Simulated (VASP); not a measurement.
# Cr (Im-3m) in VASP: band structure with PBE

Aim: the band structure of Cr with PBE.

All numbers are computed with VASP 6.6.1; they aren't measurements. Logs are shortened: lines on timing, memory, paths and dates and some standing lists are left out, and cuts for length are marked.

### Step 1. Starting point

It takes space group Im-3m (No. 229, cubic). The conventional cell has a = 2.846 Å, b = 2.846 Å, c = 2.846 Å, α = 90.00°, β = 90.00°, γ = 90.00°. Cr (site symmetry m-3m) is surrounded by 8 Cr at 2.46 Å.

### Step 2. Band structure, PBE, collinear spin, ferromagnetic start

File INCAR:

```
PREC = Accurate ; ENCUT = 520
EDIFF = 1E-6 ; ISMEAR = 1
SIGMA = 0.1 ; LREAL = F
LASPH = T ; NELM = 150
ALGO = Normal ; ISIF = 2
LWAVE = F ; LCHARG = F
ISPIN = 2 ; MAGMOM = 3
LORBIT = 11 ; LMAXMIX = 4
GGA = PE ; NBANDS = 16
AMIX = 0.2 ; BMIX = 1E-4
AMIX_MAG = 0.8 ; BMIX_MAG = 1E-4
ICORELEVEL = 1
```

File KPOINTS:

```
regular mesh
0
Gamma
  18 18 18
```

File POSCAR:

```
Cr                                      
1.0
   -1.4230931672      1.4230931672      1.4230931672
    1.4230931672     -1.4230931672      1.4230931672
    1.4230931672      1.4230931672     -1.4230931672
  Cr            
     1
Direct
     0.0000000000000000    0.0000000000000000    0.0000000000000000
```

File KPOINTS_OPT:

```
explicit points
64
Reciprocal
 0.0000000000  0.0000000000  0.0000000000 1
 0.0555555556 -0.0555555556  0.0555555556 1
 0.1111111111 -0.1111111111  0.1111111111 1
 0.1666666667 -0.1666666667  0.1666666667 1
 0.2222222222 -0.2222222222  0.2222222222 1
 0.2777777778 -0.2777777778  0.2777777778 1
 0.3333333333 -0.3333333333  0.3333333333 1
 0.3888888889 -0.3888888889  0.3888888889 1
 0.4444444444 -0.4444444444  0.4444444444 1
 0.5000000000 -0.5000000000  0.5000000000 1
 0.5000000000 -0.5000000000  0.5000000000 1
 0.4444444444 -0.4444444444  0.5000000000 1
 0.3888888889 -0.3888888889  0.5000000000 1
 0.3333333333 -0.3333333333  0.5000000000 1
 0.2777777778 -0.2777777778  0.5000000000 1
 0.2222222222 -0.2222222222  0.5000000000 1
 0.1666666667 -0.1666666667  0.5000000000 1
 0.1111111111 -0.1111111111  0.5000000000 1
 0.0555555556 -0.0555555556  0.5000000000 1
 0.0000000000  0.0000000000  0.5000000000 1
 0.0000000000  0.0000000000  0.5000000000 1
 0.0000000000  0.0000000000  0.4444444444 1
 0.0000000000  0.0000000000  0.3888888889 1
 0.0000000000  0.0000000000  0.3333333333 1
 0.0000000000  0.0000000000  0.2777777778 1
 0.0000000000  0.0000000000  0.2222222222 1
 0.0000000000  0.0000000000  0.1666666667 1
 0.0000000000  0.0000000000  0.1111111111 1
 0.0000000000  0.0000000000  0.0555555556 1
 0.0000000000  0.0000000000  0.0000000000 1
 0.0000000000  0.0000000000  0.0000000000 1
 0.0277777778  0.0277777778  0.0277777778 1
 0.0555555556  0.0555555556  0.0555555556 1
 0.0833333333  0.0833333333  0.0833333333 1
 0.1111111111  0.1111111111  0.1111111111 1
 0.1388888889  0.1388888889  0.1388888889 1
 0.1666666667  0.1666666667  0.1666666667 1
 0.1944444444  0.1944444444  0.1944444444 1
 0.2222222222  0.2222222222  0.2222222222 1
 0.2500000000  0.2500000000  0.2500000000 1
 0.2500000000  0.2500000000  0.2500000000 1
 0.2777777778  0.1666666667  0.2777777778 1
 0.3055555556  0.0833333333  0.3055555556 1
 0.3333333333  0.0000000000  0.3333333333 1
 0.3611111111 -0.0833333333  0.3611111111 1
 0.3888888889 -0.1666666667  0.3888888889 1
 0.4166666667 -0.2500000000  0.4166666667 1
 0.4444444444 -0.3333333333  0.4444444444 1
 0.4722222222 -0.4166666667  0.4722222222 1
 0.5000000000 -0.5000000000  0.5000000000 1
 0.2500000000  0.2500000000  0.2500000000 1
 0.2222222222  0.2222222222  0.2777777778 1
 0.1944444444  0.1944444444  0.3055555556 1
 0.1666666667  0.1666666667  0.3333333333 1
 0.1388888889  0.1388888889  0.3611111111 1
 0.1111111111  0.1111111111  0.3888888889 1
 0.0833333333  0.0833333333  0.4166666667 1
 0.0555555556  0.0555555556  0.4444444444 1
 0.0277777778  0.0277777778  0.4722222222 1
 0.0000000000  0.0000000000  0.5000000000 1
 0.0000000000  0.0000000000  0.0000000000 1
 0.5000000000 -0.5000000000  0.5000000000 1
 0.2500000000  0.2500000000  0.2500000000 1
 0.0000000000  0.0000000000  0.5000000000 1
```

Potentials or basis: VASP PAW PBE potentials, release 64 (Cr_pv).

Launch:

```
$ cat potpaw_PBE.64/Cr_pv/POTCAR > POTCAR
$ mpirun -np 1 vasp_std > vasp.out
```

OUTCAR:

```text
PREC = Accurate
   ENCUT = 520
   EDIFF = 1E-6
   ISMEAR = 1
   LREAL = F
   LASPH = T
   NELM = 150
   ISIF = 2
   ISPIN = 2
   LORBIT = 11
   GGA = PE
   AMIX = 0.2
   AMIX_MAG = 0.8

 ion  position               nearest neighbor table
   1  0.000  0.000  0.000-

  LATTYP: Found a body centered cubic cell.
 ALAT       =     2.8461863344

  Lattice vectors:

 A1 = (  -1.4230931672,   1.4230931672,   1.4230931672)
 A2 = (   1.4230931672,  -1.4230931672,   1.4230931672)
 A3 = (   1.4230931672,   1.4230931672,  -1.4230931672)

Analysis of symmetry for initial positions (statically):
=====================================================================
 Subroutine PRICEL returns:
 Original cell was already a primitive cell.

 Routine SETGRP: Setting up the symmetry group for a
 body centered cubic supercell.

 Subroutine GETGRP returns: Found 48 space group operations
 (whereof 48 operations were pure point group operations)
 out of a pool of 48 trial point group operations.

The static configuration has the point symmetry O_h .

Analysis of symmetry for dynamics (positions and initial velocities):
=====================================================================
 Subroutine PRICEL returns:
 Original cell was already a primitive cell.

 Routine SETGRP: Setting up the symmetry group for a
 body centered cubic supercell.

 Subroutine GETGRP returns: Found 48 space group operations
 (whereof 48 operations were pure point group operations)
 out of a pool of 48 trial point group operations.

The dynamic configuration has the point symmetry O_h .

Analysis of structural, dynamic, and magnetic symmetry:
=====================================================================
 Subroutine PRICEL returns:
 Original cell was already a primitive cell.

 Routine SETGRP: Setting up the symmetry group for a
 body centered cubic supercell.

 Subroutine GETGRP returns: Found 48 space group operations
 (whereof 48 operations were pure point group operations)
 out of a pool of 48 trial point group operations.

The overall configuration has the point symmetry O_h .

 Subroutine INISYM returns: Found 48 space group operations
 (whereof 48 operations are pure point group operations),
 and found     1 'primitive' translations

----------------------------------------------------------------------------------------

                                     Primitive cell

  volume of cell :      11.5282

  direct lattice vectors                    reciprocal lattice vectors
    -1.423093167  1.423093167  1.423093167     0.000000000  0.351347341  0.351347341
     1.423093167 -1.423093167  1.423093167     0.351347341  0.000000000  0.351347341
     1.423093167  1.423093167 -1.423093167     0.351347341  0.351347341  0.000000000

  length of vectors
     2.464869669  2.464869669  2.464869669     0.496880174  0.496880174  0.496880174

  position of ions in fractional coordinates (direct lattice)
     0.000000000  0.000000000  0.000000000

  ion indices of the primitive-cell ions
   primitive index   ion index
                 1           1

----------------------------------------------------------------------------------------

 KPOINTS: regular mesh

Automatic generation of k-mesh.
 Grid dimensions read from file:
 generate k-points for:   18   18   18

 Generating k-lattice:

  Cartesian coordinates                     Fractional coordinates (reciprocal lattice)
     0.000000000  0.019519297  0.019519297     0.055555556  0.000000000  0.000000000
     0.019519297  0.000000000  0.019519297     0.000000000  0.055555556  0.000000000
     0.019519297  0.019519297  0.000000000     0.000000000  0.000000000  0.055555556

  Length of vectors
     0.027604454  0.027604454  0.027604454

  Shift w.r.t. Gamma in fractional coordinates (k-lattice)
     0.000000000  0.000000000  0.000000000

 Subroutine IBZKPT returns following result:
 ===========================================

 Found    195 irreducible k-points:

 Following reciprocal coordinates:
            Coordinates               Weight
  0.000000  0.000000  0.000000      1.000000
  0.055556  0.000000  0.000000     12.000000
  0.111111  0.000000  0.000000     12.000000
  0.166667  0.000000  0.000000     12.000000
  0.222222  0.000000  0.000000     12.000000
  0.277778  0.000000  0.000000     12.000000
[... 16 lines left out ...]
  0.333333  0.111111  0.000000     48.000000
  0.388889  0.111111  0.000000     48.000000
 [... further k-points ...]
   k-points           NKPTS =    195   k-points in BZ     NKDIM =    195   number of bands    NBANDS=     16
   number of dos      NEDOS =    301   number of ions     NIONS =      1
   total plane-waves  NPLWV =   5832
   dimension x,y,z NGX =    18 NGY =   18 NGZ =   18
   dimension x,y,z NGXF=    36 NGYF=   36 NGZF=   36
   ions per type =               1
   NGX,Y,Z   is equivalent  to a cutoff of  12.14, 12.14, 12.14 a.u.
   NGXF,Y,Z  is equivalent  to a cutoff of  24.28, 24.28, 24.28 a.u.
 SYSTEM =  unknown system
   PREC   = accura    normal or accurate (medium, high low for compatibility)
   ISTART =      0    job   : 0-new  1-cont  2-samecut
   ICHARG =      2    charge: 1-file 2-atom 10-const
   ISPIN  =      2    spin polarized calculation?
   LNONCOLLINEAR =      F non collinear calculations
   LSORBIT =      F    spin-orbit coupling
   LASPH  =      T    aspherical Exc in radial PAW
   ENCUT  =  520.0 eV  38.22 Ry    6.18 a.u.   4.58  4.58  4.58*2*pi/ulx,y,z
   NELM   =    150;   NELMIN=  2; NELMDL= -5     # of ELM steps
   EDIFF  = 0.1E-05   stopping-criterion for ELM
   LREAL  =      F    real-space projection
   EDIFFG = 0.1E-04   stopping-criterion for IOM
   NSW    =      0    number of steps for IOM
   IBRION =     -1    ionic relax: 0-MD 1-quasi-New 2-CG
   NFREE  =      0    steps in history (QN), initial steepest desc. (CG)
   ISIF   =      2    stress and relaxation
   ISYM   =      2    0-nonsym 1-usesym 2-fastsym
   POTIM  = 0.5000    time-step for ionic-motion
   TEBEG  =    0.0;   TEEND  =   0.0 temperature during run
   PSTRESS=    0.0 pullay stress
   NELECT =      12.0000    total number of electrons
   NUPDOWN=      -1.0000    fix difference up-down
   EMIN   =  10.00;   EMAX   =-10.00  energy-range for DOS
   EFERMI =   0.00;   METHOD = LEGACY
   ISMEAR =     1;   SIGMA  =   0.10  broadening in eV -4-tet -1-fermi 0-gaus
   EFERMI_NEDOS =   21; number of points for ismear=-14 and -15
   IALGO  =     38    algorithm
   IMIX   =      4    mixing-type and parameters
     AMIX     =   0.20;   BMIX     =  0.00
     AMIX_MAG =   0.80;   BMIX_MAG =  0.00
  volume/ion in A,a.u.               =      11.53        77.80
  Fermi-wavevector in a.u.,A,eV,Ry     =   1.659136  3.135312 37.453184  2.752731
  Thomas-Fermi vector in A             =   2.746596
   LORBIT       =     11    0 simple, 1 ext, 2 COOP (PROOUT), +10 PAW based schemes
   GGA     = PE    functional components
   LHFCALC =     F    Hartree Fock is set to
   AEXX    =    0.0000 exact exchange contribution
   IVDW    =     0    specifies the selected vdW correction
   LEPSILON=     F    determine dielectric tensor
   LRPA    =     F    only Hartree local field effects (RPA)
 spin polarized calculation
 Methfessel and Paxton  Order N= 1 SIGMA  =   0.10
  energy-cutoff  :      520.00
  volume of cell :       11.53
 maximum number of plane-waves:       325
   NGX =  9   NGY =  9   NGZ =  9

 number of electron      11.9999995 magnetization      -0.0001371

 number of electron      11.9999995 magnetization       0.0001509

 Free energy of the ion-electron system (eV)
  ---------------------------------------------------
  ext. energy  EPLUGINS =         0.00000000
  ---------------------------------------------------
  free energy    TOTEN  =        -9.51321482 eV

  energy without entropy =       -9.51307856  energy(sigma->0) =       -9.51316940

 the core state eigenenergies are
   1-  1s  -5867.6462  2s   -655.0739  2p   -548.5469  3s    -60.7634

 E-fermi :  11.0182     XC(G=0): -13.6859

 val. band max:       11.0139944087   @ k =  -0.3333   0.3333   0.2222
 cond. band min:      11.0312546804   @ k =  -0.4444  -0.4444   0.2778
 fundamental gap:      0.0172602717
 Fermi energy:        11.0181765373

 spin component 1

 k-point     1 :       0.0000    0.0000    0.0000
  band No.  band energies     occupation
      1     -31.7286      1.00000
      2     -31.7286      1.00000
      3     -31.7286      1.00000
      4       3.1365      1.00000
      5      10.0829      1.00000
      6      10.0829      1.00000
[... 8 lines left out ...]
     15      40.8314      0.00000
     16      45.4104      0.00000
[... 248 lines left out ...]
 k-point    15 :       0.2778    0.0556    0.0000
  band No.  band energies     occupation
      1     -32.3579      1.00000
      2     -31.9270      1.00000
      3     -31.7435      1.00000
      4       6.1986      1.00000
      5       9.0080      1.00000
      6       9.7885      1.00000
[... 8 lines left out ...]
     15      40.1925      0.00000
     16      41.8143      0.00000

 k-point    16 :       0.3333    0.0556    0.0000
  band No.  band energies     occupation
      1     -32.4879      1.00000

 Fermi energy:        11.0181765373

 spin component 2

 k-point     1 :       0.0000    0.0000    0.0000
  band No.  band energies     occupation
      1     -31.7284      1.00000
      2     -31.7284      1.00000
      3     -31.7284      1.00000
      4       3.1364      1.00000
      5      10.0832      1.00000
      6      10.0832      1.00000
[... 8 lines left out ...]
     15      40.8311      0.00000
     16      45.4106      0.00000
[... 419 lines left out ...]
 k-point    24 :       0.3889    0.1111    0.0000
  band No.  band energies     occupation
      1     -32.5902      1.00000
      2     -32.0425      1.00000
      3     -31.7734      1.00000
      4       6.8752      1.00000
      5       8.6223      1.00000
      6      10.6717      1.00001
[... 8 lines left out ...]
     15      41.4711      0.00000
     16      42.2969      0.00000

 [... further k-points ...]

------------------------ aborting loop because EDIFF is reached ----------------------------------------

  FORCE on cell =-STRESS in cart. coord.  units (eV):
  Direction    XX          YY          ZZ          XY          YZ          ZX
  --------------------------------------------------------------------------------------
  -------------------------------------------------------------------------------------
  Total        0.0036884      0.0036884      0.0036884      0.0000000      0.0000000      0.0000000
  in kB        0.5126061      0.5126061      0.5126061      0.0000000      0.0000000      0.0000000
  external PRESSURE =       0.5126061 kB  Pullay stress =       0.0000000 kB

 VOLUME and BASIS-vectors are now :
 -----------------------------------------------------------------------------
  energy-cutoff  :      520.00
  volume of cell :       11.53
      direct lattice vectors                 reciprocal lattice vectors
    -1.423093167  1.423093167  1.423093167     0.000000000  0.351347341  0.351347341
     1.423093167 -1.423093167  1.423093167     0.351347341  0.000000000  0.351347341
     1.423093167  1.423093167 -1.423093167     0.351347341  0.351347341  0.000000000

 POSITION                                       TOTAL-FORCE (eV/Angst)
 -----------------------------------------------------------------------------------
      0.00000      0.00000      0.00000        -0.000000      0.000000      0.000000
 -----------------------------------------------------------------------------------
    total drift:                                0.000000      0.000000      0.000000

  FREE ENERGIE OF THE ION-ELECTRON SYSTEM (eV)
  ---------------------------------------------------
  free  energy   TOTEN  =        -9.5132148175 eV

  energy  without entropy=       -9.5130785571  energy(sigma->0) =       -9.51316940

 total charge

# of ion       s       p       d       tot
------------------------------------------
    1        0.441   6.408   4.213  11.062

 magnetization (x)

# of ion       s       p       d       tot
------------------------------------------
    1       -0.000  -0.000   0.000   0.000
```

It took 75 s on 1 thread of Intel Xeon Platinum 8375C at 2.90GHz (Ice Lake), shared host; peak memory 0.2 GiB.

Results:

| Quantity | Value |
| --- | --- |
| Free energy | -9.5132 eV |
| Pressure | 0.1 GPa |
| Band gap along the path | none (metal or under the smearing width) |
| Net moment | 0.00 μB per cell |
| Valence electrons inside the program's atomic spheres | Cr 11.06 |

Levels at the corners of the path, in eV from the Fermi level:
Spin up:
```csv
point,band 2,band 3,band 4,band 5,band 6,band 7,band 8,band 9,band 10,band 11
Γ,-42.75,-42.75,-7.88,-0.94,-0.94,-0.94,1.12,1.12,7.08,22.30
H,-43.38,-43.38,-4.34,-4.34,2.43,2.43,2.43,7.08,10.61,10.61
H,-43.38,-43.38,-4.34,-4.34,2.43,2.43,2.43,7.08,10.61,10.61
N,-43.04,-42.75,-4.46,-2.48,1.10,1.12,1.46,2.82,7.08,9.93
N,-43.04,-42.75,-4.46,-2.48,1.10,1.12,1.46,2.82,7.08,9.93
Γ,-42.75,-42.75,-7.88,-0.94,-0.94,-0.94,1.12,1.12,7.08,22.30
Γ,-42.75,-42.75,-7.88,-0.94,-0.94,-0.94,1.12,1.12,7.08,22.30
P,-43.20,-43.20,-2.35,-2.35,-2.35,1.53,1.53,7.08,10.27,10.27
P,-43.20,-43.20,-2.35,-2.35,-2.35,1.53,1.53,7.08,10.27,10.27
H,-43.38,-43.38,-4.34,-4.34,2.43,2.43,2.43,7.08,10.61,10.61
P,-43.20,-43.20,-2.35,-2.35,-2.35,1.53,1.53,7.08,10.27,10.27
N,-43.04,-42.75,-4.46,-2.48,1.10,1.12,1.46,2.82,7.08,9.93
```
Spin down:
| point | band 2 | band 3 | band 4 | band 5 | band 6 | band 7 | band 8 | band 9 | band 10 | band 11 |
| --- | --- | --- | --- | --- | --- | --- | --- | --- | --- | --- |
| Γ | -42.75 | -42.75 | -7.88 | -0.93 | -0.93 | -0.93 | 1.12 | 1.12 | 7.08 | 22.30 |
| H | -43.38 | -43.38 | -4.34 | -4.34 | 2.43 | 2.43 | 2.43 | 7.08 | 10.61 | 10.61 |
| H | -43.38 | -43.38 | -4.34 | -4.34 | 2.43 | 2.43 | 2.43 | 7.08 | 10.61 | 10.61 |
| N | -43.04 | -42.75 | -4.46 | -2.48 | 1.10 | 1.12 | 1.46 | 2.82 | 7.08 | 9.93 |
| N | -43.04 | -42.75 | -4.46 | -2.48 | 1.10 | 1.12 | 1.46 | 2.82 | 7.08 | 9.93 |
| Γ | -42.75 | -42.75 | -7.88 | -0.93 | -0.93 | -0.93 | 1.12 | 1.12 | 7.08 | 22.30 |
| Γ | -42.75 | -42.75 | -7.88 | -0.93 | -0.93 | -0.93 | 1.12 | 1.12 | 7.08 | 22.30 |
| P | -43.20 | -43.20 | -2.35 | -2.35 | -2.35 | 1.53 | 1.53 | 7.08 | 10.27 | 10.27 |
| P | -43.20 | -43.20 | -2.35 | -2.35 | -2.35 | 1.53 | 1.53 | 7.08 | 10.27 | 10.27 |
| H | -43.38 | -43.38 | -4.34 | -4.34 | 2.43 | 2.43 | 2.43 | 7.08 | 10.61 | 10.61 |
| P | -43.20 | -43.20 | -2.35 | -2.35 | -2.35 | 1.53 | 1.53 | 7.08 | 10.27 | 10.27 |
| N | -43.04 | -42.75 | -4.46 | -2.48 | 1.10 | 1.12 | 1.46 | 2.82 | 7.08 | 9.93 |

Core levels (eV, on the scale of the bands):
| atom | levels |
| --- | --- |
| 1 Cr | 1s -5867.6, 2s -655.1, 2p -548.5, 3s -60.8 |

Caveat: the starting moments collapsed, and a magnetic state may lie lower.
